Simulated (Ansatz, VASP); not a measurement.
## CdTe: VASP beside Ansatz

```
CELL_PARAMETERS angstrom
3.01973 3.01973 0.00000
-3.01973 3.01973 0.00000
0.00000 3.01973 3.01973
ATOMIC_POSITIONS crystal
Cd 0.00000 0.00000 0.00000
Te 0.75000 0.25000 0.50000
```

Alike in both runs: task single point; functional PBEsol; k mesh 6 × 6 × 6; non-collinear spin, spin-orbit coupling.

|  | VASP | Ansatz |
| --- | --- | --- |
| version | VASP 6.6.1 | Ansatz 0.2.0 |
| potentials or method | VASP PAW PBE potentials, release 64 (Cd, Te), cutoff 520 eV | all-electron LAPW |
| occupations | gaussian, width 0.01 eV | fixed |

Ansatz gave:

| Quantity | Value |
| --- | --- |
| gap on the k mesh at the Fermi level (eV) | 1.01 |
| pressure (GPa) | 14.9 |
| net moment per atom (μB) | 0.00 |

Problem. Which values does VASP return?

Solution. gap on the k mesh at the Fermi level (eV): 1.03; pressure (GPa): 15.4; net moment per atom (μB): 0.00.

Ansatz ran all-electron here, so the differences hold the error of VASP's frozen core and of both bases.

Caveats: so large a pressure means that the cell lies far from this level's equilibrium, or that cutoff or potentials fall short (VASP); the potentials were made for another functional, which shifts forces and pressure (VASP).
